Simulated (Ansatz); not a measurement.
## BN, space group F-43m: Wannier functions of the valence bands

Program: Ansatz 0.2.0 through its Python package.

Contents of `bn.extxyz`:
```text
2
Lattice="0.0 1.8075 1.8075 1.8075 0.0 1.8075 1.8075 1.8075 0.0" Properties=species:S:1:pos:R:3 pbc="T T T"
B     0.00000000    0.00000000    0.00000000
N     0.90375000    0.90375000    0.90375000
```

The script, `wannier_bn.py`:
```python
# -*- coding: utf-8 -*-
"""Localising the top valence bands of BN."""

from pathlib import Path

import ansatz
import tomllib

cell = ansatz.Crystal.from_extxyz("bn.extxyz")

setup = (
    cell.calculation()
    .functional("PBEsol")
    .basis(510)
    .kpoints(7)
    .occupations("fixed")
    .wannier(mesh=(6, 6, 6), projections=[ansatz.TrialShell("N", "p")], minimise=True)
)
out = setup.run(threads=1, runs_dir="w90")
spreads = tomllib.loads(Path(out.output_folder, "results", "wannier.spreads.toml").read_text())
print("converged:", spreads["converged"], "in", spreads["n_iter"], "steps; least projectability", round(spreads["least_projectability"], 3))
print("invariant, diagonal, off-diagonal spread (A^2):", *(round(spreads[k], 4) for k in ("omega_i_ang2", "omega_d_ang2", "omega_od_ang2")))
for function in spreads["wannier"]:
    print("centre", [round(v, 3) for v in function["r"]], "spread", round(function["spread"], 4))
```

Output of `python wannier_bn.py`:
```text
converged: True in 30 steps; least projectability 0.566
invariant, diagonal, off-diagonal spread (A^2): 3.2313 0.0023 0.145
centre [0.776, 0.838, 0.838] spread 1.1262
centre [0.969, 0.838, 1.032] spread 1.1262
centre [0.969, 1.032, 0.838] spread 1.1262
```

Notes:
- Energy and stress may still move on a finer k-point mesh.
- The structure is a deposited one; some such entries were measured under pressure or heat, so a shift against it needn't be the functional's error alone.
- Hardware and time: 1.5 s on 1 thread of Arm Neoverse V1, on a shared host, peak memory 0.3 GiB.
